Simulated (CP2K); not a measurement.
# Al (Fm-3m) in CP2K: further runs

The runs below take Al through single point, equation of state, with r2SCAN.

All numbers are computed with CP2K 2026.2; they aren't measurements. Logs are shortened: lines on timing, memory, paths and dates and some standing lists are left out, and cuts for length are marked.

**Measured values to compare with.**

“The interpretation of polycrystalline coherent inelastic neutron scattering from aluminium”, 2013, pmc:3831299 quotes, for a bulk crystal of Al: bulk modulus 76.9 GPa.

The results are compared with them further down.

### 1 Starting point

Symmetry: Fm-3m, No. 225, cubic system. The conventional cell has a = 4.050 Å, b = 4.050 Å, c = 4.050 Å, α = 90.00°, β = 90.00°, γ = 90.00°. Around Al (site symmetry m-3m) lie 12 Al at 2.86 Å.

### 2 Single point, r2SCAN, 16.60 Å³/atom

Contents of al_eos.inp:

```
&GLOBAL
  PROJECT al_eos
  RUN_TYPE ENERGY_FORCE
  PRINT_LEVEL LOW
&END GLOBAL
&FORCE_EVAL
  METHOD QS
  STRESS_TENSOR ANALYTICAL
  &DFT
    BASIS_SET_FILE_NAME BASIS_MOLOPT_UZH
    POTENTIAL_FILE_NAME POTENTIAL_UZH
    &MGRID
      CUTOFF 675
      REL_CUTOFF 60
      NGRIDS 5
    &END MGRID
    &QS
      METHOD GPW
      EPS_DEFAULT 1.0E-9
    &END QS
    &KPOINTS
      SCHEME MONKHORST-PACK 11 11 11
      GAMMA_CENTERED T
      SYMMETRY T
      SYMMETRY_BACKEND SPGLIB
    &END KPOINTS
    &SCF
      SCF_GUESS ATOMIC
      EPS_SCF 1.0E-6
      MAX_SCF 100
      ADDED_MOS 8
      CHOLESKY OFF
      EPS_EIGVAL 1.0E-7
      &DIAGONALIZATION ON
        ALGORITHM STANDARD
      &END DIAGONALIZATION
      &MIXING ON
        METHOD BROYDEN_MIXING
        ALPHA 0.4
        BETA 1.5
        NBUFFER 8
      &END MIXING
      &SMEAR ON
        METHOD FERMI_DIRAC
        ELECTRONIC_TEMPERATURE [K] 116.045
      &END SMEAR
    &END SCF
    &XC
      &XC_FUNCTIONAL
        &MGGA_X_R2SCAN
        &END MGGA_X_R2SCAN
        &MGGA_C_R2SCAN
        &END MGGA_C_R2SCAN
      &END XC_FUNCTIONAL
    &END XC
    &PRINT
      &KPOINTS ON
      &END KPOINTS
      &MULLIKEN ON
      &END MULLIKEN
      &MO ON
        ENERGIES T
        OCCUPATION_NUMBERS T
        &EACH
          QS_SCF 0
        &END EACH
        ADD_LAST NUMERIC
      &END MO
    &END PRINT
  &END DFT
  &SUBSYS
    &CELL
      A 2.8635066922 0.0000000000 0.0000000000
      B 1.4317533461 2.4798695393 0.0000000000
      C 1.4317533461 0.8266231798 2.3380434236
      PERIODIC XYZ
    &END CELL
    &COORD
      Al  0.0000000000 0.0000000000 0.0000000000
    &END COORD
    &KIND Al
      BASIS_SET TZVP-MOLOPT-SCAN-GTH-q3
      POTENTIAL GTH-SCAN-q3
    &END KIND
    &PRINT
      &ATOMIC_COORDINATES ON
      &END ATOMIC_COORDINATES
      &CELL ON
      &END CELL
    &END PRINT
  &END SUBSYS
  &PRINT
    &FORCES ON
    &END FORCES
    &STRESS_TENSOR ON
    &END STRESS_TENSOR
  &END PRINT
&END FORCE_EVAL
```

Potentials or basis: POTENTIAL_UZH Al GTH-SCAN-q3; TZVP-MOLOPT-SCAN-GTH basis.

On the command line:

```console
$ OMP_NUM_THREADS=1 cp2k.psmp -i al_eos.inp -o al_eos.out
```

al_eos.out:

```text

 CP2K| version string:                                       CP2K version 2026.2
 CP2K| Input file name                                                al_eos.inp

 GLOBAL| Force Environment number                                              1
 GLOBAL| Basis set file name                                    BASIS_MOLOPT_UZH
 GLOBAL| Potential file name                                       POTENTIAL_UZH
 GLOBAL| MM Potential file name                                     MM_POTENTIAL
 GLOBAL| Coordinate file name                                      __STD_INPUT__
 GLOBAL| Method name                                                        CP2K
 GLOBAL| Project name                                                     al_eos
 GLOBAL| Run type                                                   ENERGY_FORCE
 GLOBAL| FFT library                                                       FFTW3
[... 8 lines left out ...]
 GLOBAL| CPU model name                                                  UNKNOWN

 CELL| Volume [angstrom^3]:                                            16.602734
 CELL| Vector a [angstrom]:       2.864     0.000     0.000   |a| =     2.863507
 CELL| Vector b [angstrom]:       1.432     2.480     0.000   |b| =     2.863507
 CELL| Vector c [angstrom]:       1.432     0.827     2.338   |c| =     2.863507
 CELL| Angle (b,c), alpha [degree]:                                    60.000000
 CELL| Angle (a,c), beta  [degree]:                                    60.000000
 CELL| Angle (a,b), gamma [degree]:                                    60.000000
 CELL| Numerically orthorhombic:                                              NO
 CELL| Periodicity                                                           XYZ

 CELL_REF| Volume [angstrom^3]:                                        16.602734
 CELL_REF| Vector a [angstrom     2.864     0.000     0.000   |a| =     2.863507
 CELL_REF| Vector b [angstrom     1.432     2.480     0.000   |b| =     2.863507
 CELL_REF| Vector c [angstrom     1.432     0.827     2.338   |c| =     2.863507
 CELL_REF| Angle (b,c), alpha [degree]:                                60.000000
 CELL_REF| Angle (a,c), beta  [degree]:                                60.000000
 CELL_REF| Angle (a,b), gamma [degree]:                                60.000000
 CELL_REF| Numerically orthorhombic:                                          NO
 CELL_REF| Periodicity                                                       XYZ
[... 9 lines left out ...]
 TOTAL NUMBERS AND MAXIMUM NUMBERS

  Total number of            - Atomic kinds:                                   1
                             - Atoms:                                          1
                             - Shell sets:                                     1
                             - Shells:                                         7
                             - Primitive Cartesian functions:                  4
                             - Cartesian basis functions:                     18
                             - Spherical basis functions:                     17

  Maximum angular momentum of- Orbital basis functions:                        2
                             - Local part of the GTH pseudopotential:          0
                             - Non-local part of the GTH pseudopotential:      2

 MODULE QUICKSTEP: ATOMIC COORDINATES IN ANGSTROM

   Atom Kind Element         X             Y             Z       Z(eff)     Mass
      1    1 Al   13      0.000000      0.000000      0.000000   3.0000  26.9815

 SCF PARAMETERS         Density guess:                                    ATOMIC
                        --------------------------------------------------------
                        max_scf:                                             100
                        max_scf_history:                                       0
                        max_diis:                                              4
[... 5 lines left out ...]
                        --------------------------------------------------------
                        level_shift [a.u.]:                             0.000000
                        added MOs                                         8    0
                        --------------------------------------------------------
                        Mixing method:                            BROYDEN_MIXING
                                                charge density mixing in g-space
                        --------------------------------------------------------
                        Smear method:                                FERMI_DIRAC
                        Electronic temperature [K]:                        116.0
                        Electronic temperature [a.u.]:                  3.67E-04
                        Accuracy threshold:                             1.00E-10
[... 44 lines left out ...]
     4 Broy./Diag. 0.40E+00    3.2     0.00144449        -2.0852348577  3.96E-03
     5 Broy./Diag. 0.40E+00    3.4     0.00898719        -2.0776714415  7.56E-03
     6 Broy./Diag. 0.40E+00    3.2     0.00018603        -2.0771782575  4.93E-04
     7 Broy./Diag. 0.40E+00    3.3     0.00012616        -2.0766039019  5.74E-04
     8 Broy./Diag. 0.40E+00    3.2     0.00009379        -2.0765890228  1.49E-05
     9 Broy./Diag. 0.40E+00    3.2     0.00004899        -2.0765234828  6.55E-05
    10 Broy./Diag. 0.40E+00    3.2     0.00000507        -2.0765158880  7.59E-06
    11 Broy./Diag. 0.40E+00    3.2     0.00000179        -2.0765158458  4.23E-08
    12 Broy./Diag. 0.40E+00    3.2     0.00000012        -2.0765164809 -6.35E-07

  *** SCF run converged in    12 steps ***

  Electronic density on regular grids:         -2.9999999999        0.0000000001
  Core density on regular grids:                2.9999999924       -0.0000000076
  Total charge density on r-space grids:       -0.0000000075
  Total charge density g-space grids:          -0.0000000075

  Overlap energy of the core charge distribution:               0.00000000000000
  Self energy of the core charge distribution:                 -5.64092285258925
  Core Hamiltonian energy:                                      1.16245356762634
  Hartree energy:                                               3.20163715537453
  Exchange-correlation energy:                                 -0.79965774030758
  Electronic entropic energy:                                  -0.00002661095409
  Fermi energy:                                                 0.25626990027635

  Total energy:                                                -2.07651648086774
  Total energy (extrapolated to T->0):                         -2.07650317539070

 MO| EIGENVALUES AND OCCUPATION NUMBERS FOR K POINT 1
 MO|
 MO|  Index      Eigenvalue [a.u.]        Eigenvalue [eV]             Occupation
 MO|      1               0.033056               0.899510               2.000000
 MO|      2               0.127222               3.461879               2.000000
 MO|      3               0.690737              18.795920               0.000000
 MO|      4               0.690741              18.796016               0.000000
 MO|      5               0.765832              20.839353               0.000000
 MO|      6               0.765832              20.839354               0.000000
 MO|      7               0.885934              24.107488               0.000000
 MO|      8               1.275850              34.717635               0.000000
 MO|      9               1.275851              34.717666               0.000000
 MO|     10               1.410716              38.387537               0.000000
 MO| Sum:                                                               4.000000
 MO| E(Fermi):            0.256270 a.u.          6.973459 eV
 MO| Band gap:            0.563516 a.u.         15.334041 eV
[... 201 lines left out ...]
 MO| EIGENVALUES AND OCCUPATION NUMBERS FOR K POINT 14
 MO|
 MO|  Index      Eigenvalue [a.u.]        Eigenvalue [eV]             Occupation
 MO|      1              -0.012035              -0.327491               2.000000
 MO|      2               0.322230               8.768330               0.000000
 MO|      3               0.455900              12.405676               0.000000
 MO|      4               0.495135              13.473297               0.000000
 MO|      5               0.745159              20.276814               0.000000
 MO|      6               0.873973              23.782025               0.000000
 MO|      7               1.011568              27.526153               0.000000
 MO|      8               1.168353              31.792494               0.000000
 MO|      9               1.272527              34.627217               0.000000
 MO|     10               1.562003              42.504271               0.000000
 MO| Sum:                                                               2.000000
 MO| E(Fermi):            0.256270 a.u.          6.973459 eV

 [... the levels of further k-points ...]

 !-----------------------------------------------------------------------------!
                     Mulliken Population Analysis

 #  Atom  Element  Kind  Atomic population                           Net charge
       1     Al       1          3.000000                              0.000000
 # Total charge                              3.000000                  0.000000

 !-----------------------------------------------------------------------------!

 ENERGY| Total FORCE_EVAL ( QS ) energy [hartree]             -2.076516496354523

 FORCES| Atomic forces [hartree/bohr]
 FORCES|   Atom     x               y               z               |f|
 FORCES|      1 -2.79676230E-16 -3.21889963E-16 -9.13877680E-16   1.00846634E-15
 FORCES| Sum    -2.79676230E-16 -3.21889963E-16 -9.13877680E-16
 FORCES| Total atomic force                                       1.00846634E-15

 STRESS| Analytical stress tensor [bar]
 STRESS|                        x                   y                   z
 STRESS|      x       -3.66636075253E+04  -4.61213681912E-02  -2.33555182799E-02
 STRESS|      y       -4.61213681912E-02  -3.66601500882E+04  -9.40384378749E-02
 STRESS|      z       -2.33555182799E-02  -9.40384378749E-02  -3.66597339026E+04
 STRESS| 1/3 Trace                                            -3.66611638387E+04
 STRESS| Determinant                                          -4.92741047214E+13

 STRESS| Eigenvectors and eigenvalues of the analytical stress tensor [bar]
 STRESS|                        1                   2                   3
 STRESS| Eigenvalues  -3.66636082969E+04  -3.66601696228E+04  -3.66597135965E+04
 STRESS|      x           0.999888563871     -0.014542373498     -0.003373308975
 STRESS|      y           0.013508114267      0.977550591728     -0.210267380879
 STRESS|      z           0.006355366972      0.210198382453      0.977638097317
```

Wall time 50 s (1 thread of Arm Neoverse V1, shared host); peak memory 0.23 GiB.

What came out:

```
Free energy            : -56.5049 eV
Pressure               : -3.7 GPa
Band gap on the k mesh : none (metal or under the smearing width)
```

Caveat: the basis of atomic orbitals isn't converged, which shifts pressures, moduli and gaps.

### 3 Single point, r2SCAN, 16.27 Å³/atom (volume scaled by 0.98)

Changes to al_eos.inp since step 2:

```diff
@@ -11,2 +11,3 @@
     POTENTIAL_FILE_NAME POTENTIAL_UZH
+    WFN_RESTART_FILE_NAME previous-RESTART.kp
     &MGRID
@@ -27,3 +28,3 @@
     &SCF
-      SCF_GUESS ATOMIC
+      SCF_GUESS RESTART
       EPS_SCF 1.0E-6
@@ -72,5 +73,5 @@
     &CELL
-      A 2.8635066922 0.0000000000 0.0000000000
-      B 1.4317533461 2.4798695393 0.0000000000
-      C 1.4317533461 0.8266231798 2.3380434236
+      A 2.8442879474 0.0000000000 0.0000000000
+      B 1.4221439737 2.4632256181 0.0000000000
+      C 1.4221439737 0.8210752061 2.3223513842
       PERIODIC XYZ
```

Potentials or basis: POTENTIAL_UZH Al GTH-SCAN-q3; TZVP-MOLOPT-SCAN-GTH basis.

On the command line:

```console
$ OMP_NUM_THREADS=1 cp2k.psmp -i al_eos.inp -o al_eos.out
```

Run time: 37 s. Hardware: 1 thread of Arm Neoverse V1, shared host; peak memory 0.22 GiB.

Results (log left out):

* Free energy: -56.5110 eV
* Pressure: -2.2 GPa
* Band gap on the k mesh: none (metal or under the smearing width)

Caveat: the basis of atomic orbitals isn't converged, which shifts pressures, moduli and gaps.

### 4 Single point, r2SCAN, 16.93 Å³/atom (volume scaled by 1.02)

Changes to al_eos.inp since step 3:

```diff
@@ -73,5 +73,5 @@
     &CELL
-      A 2.8442879474 0.0000000000 0.0000000000
-      B 1.4221439737 2.4632256181 0.0000000000
-      C 1.4221439737 0.8210752061 2.3223513842
+      A 2.8824708653 0.0000000000 0.0000000000
+      B 1.4412354327 2.4962929950 0.0000000000
+      C 1.4412354327 0.8320976650 2.3535276061
       PERIODIC XYZ
```

On the command line:

```console
$ OMP_NUM_THREADS=1 cp2k.psmp -i al_eos.inp -o al_eos.out
```

Run time: 34 s. Hardware: 1 thread of Arm Neoverse V1, shared host; peak memory 0.22 GiB.

The run converged. Its results:

- Free energy: -56.4959 eV
- Pressure: -5.0 GPa
- Band gap on the k mesh: none (metal or under the smearing width)

Caveat: the basis of atomic orbitals isn't converged, which shifts pressures, moduli and gaps.

### 5 Single point, r2SCAN, 15.94 Å³/atom (volume scaled by 0.96)

Changes to al_eos.inp since step 4:

```diff
@@ -73,5 +73,5 @@
     &CELL
-      A 2.8824708653 0.0000000000 0.0000000000
-      B 1.4412354327 2.4962929950 0.0000000000
-      C 1.4412354327 0.8320976650 2.3535276061
+      A 2.8248059117 0.0000000000 0.0000000000
+      B 1.4124029558 2.4463536802 0.0000000000
+      C 1.4124029558 0.8154512268 2.3064443686
       PERIODIC XYZ
```

On the command line:

```console
$ OMP_NUM_THREADS=1 cp2k.psmp -i al_eos.inp -o al_eos.out
```

It took 39 s on 1 thread of Arm Neoverse V1, shared host; peak memory 0.23 GiB.

It converged, with:

```yaml
Free_energy: -56.5139 eV
Pressure: -0.5 GPa
Band_gap_on_the_k_mesh: none (metal or under the smearing width)
```

Caveat: the basis of atomic orbitals isn't converged, which shifts pressures, moduli and gaps.

### 6 Single point, r2SCAN, 17.27 Å³/atom (volume scaled by 1.04)

Changes to al_eos.inp since step 5:

```diff
@@ -73,5 +73,5 @@
     &CELL
-      A 2.8248059117 0.0000000000 0.0000000000
-      B 1.4124029558 2.4463536802 0.0000000000
-      C 1.4124029558 0.8154512268 2.3064443686
+      A 2.9011887331 0.0000000000 0.0000000000
+      B 1.4505943666 2.5125031440 0.0000000000
+      C 1.4505943666 0.8375010480 2.3688106812
       PERIODIC XYZ
```

Potentials or basis: POTENTIAL_UZH Al GTH-SCAN-q3; TZVP-MOLOPT-SCAN-GTH basis.

On the command line:

```console
$ OMP_NUM_THREADS=1 cp2k.psmp -i al_eos.inp -o al_eos.out
```

Wall time 37 s (1 thread of Arm Neoverse V1, shared host); peak memory 0.22 GiB.

It converged, with:

| Item | Value |
| --- | --- |
| Free energy | -56.4843 eV |
| Pressure | -6.2 GPa |
| Band gap on the k mesh | none (metal or under the smearing width) |

Caveat: the basis of atomic orbitals isn't converged, which shifts pressures, moduli and gaps.

### 7 Single point, r2SCAN, 15.61 Å³/atom (volume scaled by 0.94)

Changes to al_eos.inp since step 6:

```diff
@@ -73,5 +73,5 @@
     &CELL
-      A 2.9011887331 0.0000000000 0.0000000000
-      B 1.4505943666 2.5125031440 0.0000000000
-      C 1.4505943666 0.8375010480 2.3688106812
+      A 2.8050513779 0.0000000000 0.0000000000
+      B 1.4025256889 2.4292457521 0.0000000000
+      C 1.4025256889 0.8097485841 2.2903148593
       PERIODIC XYZ
```

On the command line:

```console
$ OMP_NUM_THREADS=1 cp2k.psmp -i al_eos.inp -o al_eos.out
```

Wall time 42 s (1 thread of Arm Neoverse V1, shared host); peak memory 0.23 GiB.

It converged, with:

* Free energy: -56.5130 eV
* Pressure: 1.4 GPa
* Band gap on the k mesh: none (metal or under the smearing width)

Caveat: the basis of atomic orbitals isn't converged, which shifts pressures, moduli and gaps.

### 8 Single point, r2SCAN, 17.60 Å³/atom (volume scaled by 1.06)

Changes to al_eos.inp since step 7:

```diff
@@ -73,5 +73,5 @@
     &CELL
-      A 2.8050513779 0.0000000000 0.0000000000
-      B 1.4025256889 2.4292457521 0.0000000000
-      C 1.4025256889 0.8097485841 2.2903148593
+      A 2.9196681405 0.0000000000 0.0000000000
+      B 1.4598340702 2.5285067802 0.0000000000
+      C 1.4598340702 0.8428355934 2.3838990541
       PERIODIC XYZ
```

On the command line:

```console
$ OMP_NUM_THREADS=1 cp2k.psmp -i al_eos.inp -o al_eos.out
```

Wall time 35 s (1 thread of Arm Neoverse V1, shared host); peak memory 0.22 GiB.

Results (log left out):

```
Free energy            : -56.4703 eV
Pressure               : -7.3 GPa
Band gap on the k mesh : none (metal or under the smearing width)
```

Caveat: the basis of atomic orbitals isn't converged, which shifts pressures, moduli and gaps.

### 9 Equation of state, r2SCAN

Potentials or basis: POTENTIAL_UZH Al GTH-SCAN-q3; TZVP-MOLOPT-SCAN-GTH basis.

This step only gathers the single runs of the series.

What came out:

- Equilibrium volume: 15.84 Å³/atom
- Bulk modulus: 87 GPa
- Pressure derivative of the bulk modulus: 4.4 (rough: it moves with the points fitted)

Energy against volume, from the lowest point:
| volume (Å³/atom) | energy (meV/atom) |
| --- | --- |
| 15.607 | 0.91 |
| 15.939 | 0.00 |
| 16.271 | 2.87 |
| 16.603 | 9.00 |
| 16.935 | 17.97 |
| 17.267 | 29.55 |
| 17.599 | 43.60 |

Caveat: the basis of atomic orbitals isn't converged, which shifts pressures, moduli and gaps.

### 10 For comparison

An earlier run on the cell as given: functional PBEsol; potentials or basis POTENTIAL_UZH Al GTH-PBE-q3; TZVP-MOLOPT-PBE-GTH basis; density cutoff 6123 eV; k mesh 11 × 11 × 11; occupations fermi-dirac, width 0.05 eV; no spin polarisation.

- Pressure: -0.7 GPa
- Band gap on the k mesh: none (metal or under the smearing width)

### 11 Comparison with measurements

Step 9. A measured bulk modulus of Al is 76.9 GPa (quoted in “The interpretation of polycrystalline coherent inelastic neutron scattering from aluminium”, 2013, pmc:3831299); the calculated 87 GPa misses it by +13.0 %. The fit is for a static lattice scaled at fixed shape and fixed fractional positions.
